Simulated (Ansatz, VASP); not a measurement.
One calculation of Cd, two programs

INCAR

```
SYSTEM = Cd
PREC = Accurate ; ENCUT = 520
EDIFF = 1E-6 ; ISMEAR = 0
SIGMA = 0.1 ; LREAL = .FALSE.
LASPH = .TRUE. ; NELM = 100
ALGO = Normal ; ISIF = 2
LWAVE = .FALSE. ; LCHARG = .FALSE.
GGA = PE ; NBANDS = 58
```

The input KPOINTS:

```
Automatic mesh
0
G
  4 4 4
  0 0 0
```

POSCAR

```
Cd
1.0
    5.5953303626      0.0000000000      0.0000000000
    0.0000000000      5.5953303626      0.0000000000
    0.0000000000      0.0000000000      5.5953303626
Cd
8
Direct
    0.5000000000      0.5000000000      0.5000000000
    0.0000000000      0.0000000000      0.0000000000
    0.2500000000      0.0000000000      0.5000000000
    0.5000000000      0.2500000000      0.0000000000
    0.5000000000      0.7500000000      0.0000000000
    0.7500000000      0.0000000000      0.5000000000
    0.0000000000      0.5000000000      0.7500000000
    0.0000000000      0.5000000000      0.2500000000
```

Input for Ansatz:

```yaml
crystal:
  lattice:
    - [5.5953303626, 0.0, 0.0]
    - [0.0, 5.5953303626, 0.0]
    - [0.0, 0.0, 5.5953303626]
  atoms:
    - { symbol: Cd, position: [0.5, 0.5, 0.5] }
    - { symbol: Cd, position: [0.0, 0.0, 0.0] }
    - { symbol: Cd, position: [0.25, 0.0, 0.5] }
    - { symbol: Cd, position: [0.5, 0.25, 0.0] }
    - { symbol: Cd, position: [0.5, 0.75, 0.0] }
    - { symbol: Cd, position: [0.75, 0.0, 0.5] }
    - { symbol: Cd, position: [0.0, 0.5, 0.75] }
    - { symbol: Cd, position: [0.0, 0.5, 0.25] }
basis:
  ecutwfc: 420
kpoints:
  mp_grid: { grid: [4, 4, 4] }
hamiltonian:
  xc: pbe
scf:
  occupations: { method: gaussian, width: 0.1 }
  lower_state_search: "off"
output:
  forces: true
  stress: true
  eigenvalues: true
```

Alike in both runs: task single point; functional PBE; k mesh 4 × 4 × 4; occupations gaussian, width 0.1 eV; no spin polarisation.

```csv
,VASP,Ansatz
version,VASP 6.6.1,Ansatz 0.2.0
potentials or method,"VASP PAW PBE potentials, release 64 (Cd)","scalar-relativistic, plane waves, PAW"
plane-wave cutoff (eV),520,420
valence electrons in the cell,96,160
```

VASP gave:

```
gap on the k mesh at the Fermi level (eV) : none
pressure (GPa)                            : 3.3
```

Question: Estimate Ansatz's values.

Answer: gap on the k mesh at the Fermi level (eV): none; pressure (GPa): 3.0.

A gap of «none» marks a metal or a gap that the smearing closes. The two sets of potentials don't hold the same shells in valence.
